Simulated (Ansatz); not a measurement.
# NaH: the cost of one run

Method: reference: DFT, HSE06, plane waves, PAW, in Ansatz 0.2.0.

1 further run of the same task is left out (it didn't finish).

## 1. The system as given

Symmetry: P6_3/mmc, No. 194, hexagonal system. Conventional cell: a = 3.953 Å, b = 3.953 Å, c = 4.828 Å, α = 90.00°, β = 90.00°, γ = 120.00°. Na (site symmetry -6m2) is surrounded by 5 H at 2.28 to 2.41 Å. H (site symmetry -6m2) has 5 Na at 2.28 to 2.41 Å as nearest neighbours.

As a file:

```cif
data_structure
_symmetry_space_group_name_H-M 'P 1'
_symmetry_Int_Tables_number 1
_cell_length_a 3.9533
_cell_length_b 3.9533
_cell_length_c 4.8283
_cell_angle_alpha 90.000
_cell_angle_beta 90.000
_cell_angle_gamma 120.000
_cell_volume 65.35
loop_
_atom_site_label
_atom_site_type_symbol
_atom_site_fract_x
_atom_site_fract_y
_atom_site_fract_z
_atom_site_occupancy
Na1 Na 0.33333 0.66667 0.93750 1
Na2 Na 0.66667 0.33333 0.43750 1
H1 H 0.33333 0.66667 0.43750 1
H2 H 0.66667 0.33333 0.93750 1
```

## 2. Baseline

input.yaml reads:

```yaml
crystal:
  lattice:
    - [3.953281548, 0.0, 0.0]
    - [-1.976640774, 3.4236422489, 0.0]
    - [0.0, 0.0, 4.8282923038]
  atoms:
    - { symbol: Na, position: [0.3333333333, 0.6666666667, -0.062499682] }
    - { symbol: Na, position: [0.6666666667, 0.3333333333, 0.437500318] }
    - { symbol: H, position: [0.3333333333, 0.6666666667, 0.437499682] }
    - { symbol: H, position: [0.6666666667, 0.3333333333, 0.937499682] }
kpoints:
  mp_grid: { grid: [6, 6, 2] }
hamiltonian:
  xc: hse06
scf:
  occupations: { method: fixed }
  n_extra_bands: 5
output:
  forces: true
  stress: true
  eigenvalues: true
```

The run is started by

```sh
$ ansatz run input.yaml --threads 4 --pin off --max-ram 3686MiB --backend cpu --events-out ev --progress --plain --runs-dir out
```

Q: Estimate wall time and peak memory on 4 threads of Arm Neoverse N1, shared host.

About 9.2 s, with a peak of 0.72 GiB.
